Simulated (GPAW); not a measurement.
**MgB2: single point with PBE**

MgB2:

```
CELL_PARAMETERS angstrom
3.08500 0.00000 0.00000
-1.54250 2.67169 0.00000
0.00000 0.00000 3.52300
ATOMIC_POSITIONS crystal
Mg 0.00000 0.00000 0.00000
B 0.66667 0.33333 0.50000
B 0.33333 0.66667 0.50000
```

| Property | Result |
| --- | --- |
| Program | GPAW 26.7.0 |
| Task | single point |
| Functional | PBE |
| Potentials or basis | GPAW PAW data sets (gpaw-data 1.2.1) |
| Cutoff | 800 eV |
| Basis | pw |
| k mesh | 10 × 10 × 8 |
| Occupations | fermi-dirac, width 0.05 eV |
| Spin | no spin polarisation |
| Maxiter | 150 |

```json
{
  "Pressure": "-1.2 GPa",
  "Band gap on the k mesh": "none (metal or under the smearing width)"
}
```

Levels at points of the mesh, in eV from the Fermi level:
| k point | band 5 | band 6 | band 7 | band 8 | band 9 | band 10 | band 11 | band 12 |
| --- | --- | --- | --- | --- | --- | --- | --- | --- |
| (0.00, 0.00, 0.00) | -12.45 | -2.97 | 0.33 | 0.33 | 1.62 | 6.26 | 6.26 | 8.03 |
| (0.00, 0.00, 0.50) | -11.17 | -7.46 | 0.70 | 0.70 | 6.60 | 6.60 | 7.90 | 9.80 |
| (0.50, 0.50, 0.00) | -8.56 | -7.86 | -2.21 | 0.17 | 3.03 | 3.83 | 5.28 | 7.07 |
| (0.50, 0.50, 0.50) | -7.60 | -6.95 | -3.60 | -1.91 | -1.33 | 5.66 | 8.75 | 8.86 |

Wall time 14 s on 1 thread of AMD EPYC 9R45 96-Core Processor (Zen 5) (shared host), peak memory 0.19 GiB.
